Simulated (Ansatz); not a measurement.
**K: from a trial structure to a relaxed crystal**

Computed with Ansatz 0.2.0, DFT PBE, scalar-relativistic, plane waves, PAW. Cutoff 420 eV, Γ-centred k mesh, Gaussian smearing, no spin polarisation in the final step.

The start puts K on the diamond structure type (Fd-3m, No. 227), at a guessed volume.

```
CELL_PARAMETERS angstrom
0.00000 4.43835 4.43835
4.43835 0.00000 4.43835
4.43835 4.43835 0.00000
ATOMIC_POSITIONS crystal
K 0.50000 0.50000 0.50000
K 0.75000 0.75000 0.75000
```

Cell and atoms relax at zero pressure; the relaxation can't lower the symmetry of the start.

Energies count from the standard state of K at the same level.

Task: Describe the relaxed structure.

Result: It keeps Fd-3m (No. 227). The result has the diamond structure. Conventional cell: a = 9.621 Å. K has 4 K at 4.17 Å.

```cif
data_structure
_symmetry_space_group_name_H-M 'Fd-3m:1'
_symmetry_Int_Tables_number 227
_cell_length_a 9.6209
_cell_length_b 9.6209
_cell_length_c 9.6209
_cell_angle_alpha 90.000
_cell_angle_beta 90.000
_cell_angle_gamma 90.000
_cell_volume 890.52
loop_
_atom_site_label
_atom_site_type_symbol
_atom_site_symmetry_multiplicity
_atom_site_Wyckoff_symbol
_atom_site_fract_x
_atom_site_fract_y
_atom_site_fract_z
_atom_site_occupancy
K1 K 8 b 0.00000 0.00000 0.50000 1
```

Task: What are its volume, energy, density and gap?

Result: The volume per atom is 111.32 Å³, the density is 0.58 g/cm³ and the energy over the standard structure is 0.30 eV/atom. The gap on the 10×10×10 mesh is 0 eV (a metal).

The final run used a 10×10×10 mesh on its 2-atom cell and 0.10 eV smearing. For metals, differences of a few meV/atom aren't resolved. Symmetry constrained the relaxation, so the result can be a saddle point.